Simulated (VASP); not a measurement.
# Yb (Im-3m) in VASP: single point with PBE+U

Aim: the single point of Yb with PBE+U.

Everything below comes from runs of VASP 6.6.1. Logs are shortened: lines on timing, memory, paths and dates and some standing lists are left out, and cuts for length are marked.

## Step 1: The structure

It takes space group Im-3m (No. 229, cubic). Conventional cell: a = 4.303 Å, b = 4.303 Å, c = 4.303 Å, α = 90.00°, β = 90.00°, γ = 90.00°. Yb (site symmetry m-3m) has 8 Yb at 3.73 Å as nearest neighbours.

This isn't the form of Yb at room conditions, which is fcc.

## Step 2: Single point, PBE+U, collinear spin, typed start

INCAR reads:

```
  PREC = Accurate
  ENCUT = 520
  EDIFF = 1E-6
  ISMEAR = 1
  SIGMA = 0.025
  LREAL = False
  LASPH = True
  NELM = 150
  ALGO = Normal
  ISIF = 2
  LWAVE = False
  LCHARG = True
  ISPIN = 2
  MAGMOM = 0.39
  LORBIT = 11
  LMAXMIX = 6
  LDAU = True
  LDAUTYPE = 2
  LDAUL = 3
  LDAUU = 5
  LDAUJ = 0
  LDAUPRINT = 1
  GGA = PE
  LELF = True
  LVHAR = True
  NBANDS = 22
```

KPOINTS reads:

```
regular mesh
0
Gamma
  9 9 9
```

POSCAR reads:

```
Yb
1.0
   -2.1514830000      2.1514830000      2.1514830000
    2.1514830000     -2.1514830000      2.1514830000
    2.1514830000      2.1514830000     -2.1514830000
Yb
1
Direct
    0.0000000000      0.0000000000      0.0000000000
```

Potentials or basis: VASP PAW PBE potentials, release 64 (Yb).

Command:

```sh
$ cat potpaw_PBE.64/Yb/POTCAR > POTCAR
$ mpirun -np 1 vasp_std > vasp.out
```

OUTCAR:

```text
PREC = Accurate
   ENCUT = 520
   EDIFF = 1E-6
   ISMEAR = 1
   LREAL = False
   LASPH = True
   NELM = 150
   ISIF = 2
   ISPIN = 2
   LORBIT = 11
   GGA = PE

 ion  position               nearest neighbor table
   1  0.000  0.000  0.000-

  LATTYP: Found a body centered cubic cell.
 ALAT       =     4.3029660000

  Lattice vectors:

 A1 = (  -2.1514830000,   2.1514830000,   2.1514830000)
 A2 = (   2.1514830000,  -2.1514830000,   2.1514830000)
 A3 = (   2.1514830000,   2.1514830000,  -2.1514830000)

Analysis of symmetry for initial positions (statically):
=====================================================================
 Subroutine PRICEL returns:
 Original cell was already a primitive cell.

 Routine SETGRP: Setting up the symmetry group for a
 body centered cubic supercell.

 Subroutine GETGRP returns: Found 48 space group operations
 (whereof 48 operations were pure point group operations)
 out of a pool of 48 trial point group operations.

The static configuration has the point symmetry O_h .

Analysis of symmetry for dynamics (positions and initial velocities):
=====================================================================
 Subroutine PRICEL returns:
 Original cell was already a primitive cell.

 Routine SETGRP: Setting up the symmetry group for a
 body centered cubic supercell.

 Subroutine GETGRP returns: Found 48 space group operations
 (whereof 48 operations were pure point group operations)
 out of a pool of 48 trial point group operations.

The dynamic configuration has the point symmetry O_h .

Analysis of structural, dynamic, and magnetic symmetry:
=====================================================================
 Subroutine PRICEL returns:
 Original cell was already a primitive cell.

 Routine SETGRP: Setting up the symmetry group for a
 body centered cubic supercell.

 Subroutine GETGRP returns: Found 48 space group operations
 (whereof 48 operations were pure point group operations)
 out of a pool of 48 trial point group operations.

The overall configuration has the point symmetry O_h .

 Subroutine INISYM returns: Found 48 space group operations
 (whereof 48 operations are pure point group operations),
 and found     1 'primitive' translations

----------------------------------------------------------------------------------------

                                     Primitive cell

  volume of cell :      39.8358

  direct lattice vectors                    reciprocal lattice vectors
    -2.151483000  2.151483000  2.151483000     0.000000000  0.232397839  0.232397839
     2.151483000 -2.151483000  2.151483000     0.232397839  0.000000000  0.232397839
     2.151483000  2.151483000 -2.151483000     0.232397839  0.232397839  0.000000000

  length of vectors
     3.726477868  3.726477868  3.726477868     0.328660176  0.328660176  0.328660176

  position of ions in fractional coordinates (direct lattice)
     0.000000000  0.000000000  0.000000000

  ion indices of the primitive-cell ions
   primitive index   ion index
                 1           1

----------------------------------------------------------------------------------------

 KPOINTS: regular mesh

Automatic generation of k-mesh.
 Grid dimensions read from file:
 generate k-points for:    9    9    9

 Generating k-lattice:

  Cartesian coordinates                     Fractional coordinates (reciprocal lattice)
     0.000000000  0.025821982  0.025821982     0.111111111  0.000000000  0.000000000
     0.025821982  0.000000000  0.025821982     0.000000000  0.111111111  0.000000000
     0.025821982  0.025821982  0.000000000     0.000000000  0.000000000  0.111111111

  Length of vectors
     0.036517797  0.036517797  0.036517797

  Shift w.r.t. Gamma in fractional coordinates (k-lattice)
     0.000000000  0.000000000  0.000000000

 Subroutine IBZKPT returns following result:
[... 46 lines left out ...]
   LASPH  =      T    aspherical Exc in radial PAW
   ENCUT  =  520.0 eV  38.22 Ry    6.18 a.u.   6.93  6.93  6.93*2*pi/ulx,y,z
   NELM   =    150;   NELMIN=  2; NELMDL= -5     # of ELM steps
   EDIFF  = 0.1E-05   stopping-criterion for ELM
   LREAL  =      F    real-space projection
   EDIFFG = 0.1E-04   stopping-criterion for IOM
   NSW    =      0    number of steps for IOM
   IBRION =     -1    ionic relax: 0-MD 1-quasi-New 2-CG
   NFREE  =      0    steps in history (QN), initial steepest desc. (CG)
   ISIF   =      2    stress and relaxation
   ISYM   =      2    0-nonsym 1-usesym 2-fastsym
   POTIM  = 0.5000    time-step for ionic-motion
   TEBEG  =    0.0;   TEEND  =   0.0 temperature during run
   PSTRESS=    0.0 pullay stress
   NELECT =      24.0000    total number of electrons
   NUPDOWN=      -1.0000    fix difference up-down
   EMIN   =  10.00;   EMAX   =-10.00  energy-range for DOS
   EFERMI =   0.00;   METHOD = LEGACY
   ISMEAR =     1;   SIGMA  =   0.03  broadening in eV -4-tet -1-fermi 0-gaus
   EFERMI_NEDOS =   21; number of points for ismear=-14 and -15
   IALGO  =     38    algorithm
   IMIX   =      4    mixing-type and parameters
     AMIX     =   0.40;   BMIX     =  1.00
     AMIX_MAG =   1.60;   BMIX_MAG =  1.00
  volume/ion in A,a.u.               =      39.84       268.83
  Fermi-wavevector in a.u.,A,eV,Ry     =   1.382677  2.612880 26.011550  1.911795
  Thomas-Fermi vector in A             =   2.507346
   LORBIT       =     11    0 simple, 1 ext, 2 COOP (PROOUT), +10 PAW based schemes
 LDA+U is selected, type is set to LDAUTYPE =  2
   angular momentum for each species LDAUL =     3
   U (eV)           for each species LDAUU =   5.0
   J (eV)           for each species LDAUJ =   0.0
   GGA     = PE    functional components
   LHFCALC =     F    Hartree Fock is set to
   AEXX    =    0.0000 exact exchange contribution
   IVDW    =     0    specifies the selected vdW correction
   LEPSILON=     F    determine dielectric tensor
   LRPA    =     F    only Hartree local field effects (RPA)
 spin polarized calculation
 Methfessel and Paxton  Order N= 1 SIGMA  =   0.03
  energy-cutoff  :      520.00
  volume of cell :       39.84
 maximum number of plane-waves:      1097
   NGX = 13   NGY = 13   NGZ = 13

 number of electron      24.0000000 magnetization      -0.0042835

atom =   1  type =  1  l = 3

 onsite density matrix

spin component  1

  0.9864  0.0000  0.0017  0.0000  0.0000  0.0000 -0.0000
  0.0000  0.9882 -0.0000  0.0000  0.0000 -0.0000 -0.0000
  0.0017 -0.0000  0.9855  0.0000  0.0000 -0.0000 -0.0000
  0.0000  0.0000  0.0000  0.9877 -0.0000 -0.0000  0.0000
  0.0000  0.0000  0.0000 -0.0000  0.9855  0.0000 -0.0017
  0.0000 -0.0000 -0.0000 -0.0000  0.0000  0.9842 -0.0000
 -0.0000 -0.0000 -0.0000  0.0000 -0.0017 -0.0000  0.9864

spin component  2

  0.9863  0.0000  0.0017 -0.0000  0.0000 -0.0000  0.0000
  0.0000  0.9880 -0.0000 -0.0000 -0.0000 -0.0000  0.0000
  0.0017 -0.0000  0.9855  0.0000  0.0000 -0.0000  0.0000
 -0.0000 -0.0000  0.0000  0.9877 -0.0000 -0.0000 -0.0000
  0.0000 -0.0000  0.0000 -0.0000  0.9855  0.0000 -0.0017
 -0.0000 -0.0000 -0.0000 -0.0000  0.0000  0.9841 -0.0000
  0.0000  0.0000  0.0000 -0.0000 -0.0017 -0.0000  0.9863

 occupancies and eigenvectors

  o =  0.9841  v =  0.0000  0.0000  0.0000  0.0000  0.0000  0.0000  0.0000  0.6124  0.0000 -0.7906  0.0000  0.0025  0.0000  0.0019      0.0000  0.0000  0.0000  0.0000  0.0000  0.0000  0.0000  0.0000  0.0000  0.0000  0.0000  0.0000  0.0000  0.0000
  o =  0.9841  v =  0.0000  0.0000  0.0000  0.0000  0.0000  0.0000  0.0000  0.0019 -0.0000 -0.0025  0.0000 -0.7906 -0.0003 -0.6124      0.0000  0.0000  0.0000  0.0000  0.0000  0.0000  0.0000  0.0000  0.0000  0.0000  0.0000  0.0000  0.0000  0.0000
  o =  0.9841  v =  0.0000  0.0000  0.0000  0.0000  0.0000  0.0000  0.0000  0.0000 -0.0000 -0.0000  0.0000 -0.0002  1.0000 -0.0002      0.0000  0.0000  0.0000  0.0000  0.0000  0.0000  0.0000  0.0000  0.0000  0.0000  0.0000  0.0000  0.0000  0.0000
  o =  0.9842  v = -0.0000  0.0000  0.0000  0.0000 -0.0000  1.0000 -0.0000  0.0000  0.0000  0.0000  0.0000  0.0000  0.0000  0.0000      0.0000  0.0000  0.0000  0.0000  0.0000  0.0000  0.0000  0.0000  0.0000  0.0000  0.0000  0.0000  0.0000  0.0000
  o =  0.9842  v =  0.0011  0.0000 -0.0014  0.0000  0.7906  0.0000  0.6124  0.0000  0.0000  0.0000  0.0000  0.0000  0.0000  0.0000      0.0000  0.0000  0.0000  0.0000  0.0000  0.0000  0.0000  0.0000  0.0000  0.0000  0.0000  0.0000  0.0000  0.0000
  o =  0.9842  v =  0.6124  0.0000 -0.7906  0.0000 -0.0014  0.0000 -0.0011  0.0000  0.0000  0.0000  0.0000  0.0000  0.0000  0.0000      0.0000  0.0000  0.0000  0.0000  0.0000  0.0000  0.0000  0.0000  0.0000  0.0000  0.0000  0.0000  0.0000  0.0000
  o =  0.9877  v =  0.0000  0.0000  0.0000  0.0000  0.0000  0.0000  0.0000  0.7906 -0.0000  0.6124 -0.0000 -0.0000 -0.0000  0.0000      0.0000  0.0000  0.0000  0.0000  0.0000  0.0000  0.0000  0.0000  0.0000  0.0000  0.0000  0.0000  0.0000  0.0000
  o =  0.9877  v =  0.0000  0.0000  0.0000  0.0000  0.0000  0.0000  0.0000  0.0000  0.0000  0.0000  0.0000  0.6124 -0.0000 -0.7906      0.0000  0.0000  0.0000  0.0000  0.0000  0.0000  0.0000  0.0000  0.0000  0.0000  0.0000  0.0000  0.0000  0.0000
  o =  0.9877  v =  0.0000  0.0000  0.0000  0.0000  0.0000  0.0000  0.0000  0.0000  0.0000  0.0000  1.0000 -0.0000 -0.0000  0.0000      0.0000  0.0000  0.0000  0.0000  0.0000  0.0000  0.0000  0.0000  0.0000  0.0000  0.0000  0.0000  0.0000  0.0000
  o =  0.9877  v =  0.0016  0.0000  0.0012 -0.0000 -0.6124 -0.0000  0.7906  0.0000  0.0000  0.0000  0.0000  0.0000  0.0000  0.0000      0.0000  0.0000  0.0000  0.0000  0.0000  0.0000  0.0000  0.0000  0.0000  0.0000  0.0000  0.0000  0.0000  0.0000
  o =  0.9877  v =  0.7906 -0.0000  0.6124 -0.0000  0.0012  0.0000 -0.0016  0.0000  0.0000  0.0000  0.0000  0.0000  0.0000  0.0000      0.0000  0.0000  0.0000  0.0000  0.0000  0.0000  0.0000  0.0000  0.0000  0.0000  0.0000  0.0000  0.0000  0.0000
  o =  0.9877  v =  0.0000 -0.0000  0.0000  1.0000 -0.0000 -0.0000  0.0000  0.0000  0.0000  0.0000  0.0000  0.0000  0.0000  0.0000      0.0000  0.0000  0.0000  0.0000  0.0000  0.0000  0.0000  0.0000  0.0000  0.0000  0.0000  0.0000  0.0000  0.0000
  o =  0.9880  v =  0.0000  0.0000  0.0000  0.0000  0.0000  0.0000  0.0000  0.0000  1.0000  0.0000 -0.0000 -0.0000  0.0000  0.0000      0.0000  0.0000  0.0000  0.0000  0.0000  0.0000  0.0000  0.0000  0.0000  0.0000  0.0000  0.0000  0.0000  0.0000
  o =  0.9882  v = -0.0000 -1.0000 -0.0000 -0.0000 -0.0000  0.0000  0.0000  0.0000  0.0000  0.0000  0.0000  0.0000  0.0000  0.0000      0.0000  0.0000  0.0000  0.0000  0.0000  0.0000  0.0000  0.0000  0.0000  0.0000  0.0000  0.0000  0.0000  0.0000

 number of electron      24.0000000 magnetization       0.0015631

 Free energy of the ion-electron system (eV)
  ---------------------------------------------------
  ext. energy  EPLUGINS =         0.00000000
  ---------------------------------------------------
  free energy    TOTEN  =        -2.88554414 eV

  energy without entropy =       -2.88560653  energy(sigma->0) =       -2.88556494

 E-fermi :   1.2638     XC(G=0):  -8.9274

 val. band max:        1.2405618645   @ k =  -0.4444  -0.4444   0.2222
 cond. band min:       1.2718436147   @ k =   0.2222   0.2222   0.2222
 fundamental gap:      0.0312817502
 Fermi energy:         1.2637710899

 spin component 1

 k-point     1 :       0.0000    0.0000    0.0000
  band No.  band energies     occupation
      1     -49.6499      1.00000
      2     -22.0679      1.00000
      3     -22.0679      1.00000
      4     -22.0679      1.00000
      5      -3.6105      1.00000
      6      -0.0626      1.00000
[... 1193 lines left out ...]
     21      14.6947      0.00000
     22      16.2751      0.00000

 [... further k-points ...]

------------------------ aborting loop because EDIFF is reached ----------------------------------------

  FORCE on cell =-STRESS in cart. coord.  units (eV):
  Direction    XX          YY          ZZ          XY          YZ          ZX
  --------------------------------------------------------------------------------------
  -------------------------------------------------------------------------------------
  Total        0.0183125      0.0183125      0.0183125      0.0000000     -0.0000000      0.0000000
  in kB        0.7365183      0.7365183      0.7365183      0.0000000     -0.0000000      0.0000000
  external PRESSURE =       0.7365183 kB  Pullay stress =       0.0000000 kB

 VOLUME and BASIS-vectors are now :
 -----------------------------------------------------------------------------
  energy-cutoff  :      520.00
  volume of cell :       39.84
      direct lattice vectors                 reciprocal lattice vectors
    -2.151483000  2.151483000  2.151483000     0.000000000  0.232397839  0.232397839
     2.151483000 -2.151483000  2.151483000     0.232397839  0.000000000  0.232397839
     2.151483000  2.151483000 -2.151483000     0.232397839  0.232397839  0.000000000

 POSITION                                       TOTAL-FORCE (eV/Angst)
 -----------------------------------------------------------------------------------
      0.00000      0.00000      0.00000         0.000000      0.000000      0.000000
 -----------------------------------------------------------------------------------
    total drift:                                0.000000     -0.000000     -0.000000

  FREE ENERGIE OF THE ION-ELECTRON SYSTEM (eV)
  ---------------------------------------------------
  free  energy   TOTEN  =        -2.8855441394 eV

  energy  without entropy=       -2.8856065349  energy(sigma->0) =       -2.88556494

 total charge

# of ion       s       p       d       f       tot
--------------------------------------------------
    1        2.206   6.000   0.194  13.801  22.200

 magnetization (x)

# of ion       s       p       d       f       tot
--------------------------------------------------
    1        0.000   0.000   0.000  -0.000   0.000
```

It took 5.8 min on 1 thread of Intel Xeon Platinum 8488C (Sapphire Rapids), shared host; peak memory 0.22 GiB.

Results:

```
Free energy                                           : -2.8855 eV
Pressure                                              : 0.1 GPa
Band gap on the k mesh                                : none (metal or under the smearing width)
Net moment                                            : 0.00 μB per cell
Valence electrons inside the program's atomic spheres : Yb 22.20
```

Levels at points of the mesh, in eV from the Fermi level:
Spin up:
| k point | band 8 | band 9 | band 10 | band 11 | band 12 | band 13 | band 14 | band 15 | band 16 | band 17 |
| --- | --- | --- | --- | --- | --- | --- | --- | --- | --- | --- |
| (0.00, 0.00, 0.00) | -1.33 | -1.24 | -1.24 | -1.24 | -1.22 | 3.04 | 3.04 | 3.04 | 4.78 | 4.78 |
Spin down:
```csv
k point,band 10,band 11,band 12,band 13,band 14,band 15
"(0.00, 0.00, 0.00)",-1.24,-1.24,-1.21,3.04,3.04,3.04
```

Eigenvalues of the final occupation matrices:
```
    site  spin  trace                         eigenvalues
site 1 f     1   6.90  0.98 0.98 0.98 0.99 0.99 0.99 0.99
site 1 f     2   6.90  0.98 0.98 0.98 0.99 0.99 0.99 0.99
```

Caveat: spin-orbit coupling is left out, which moves the levels of the heavy elements.
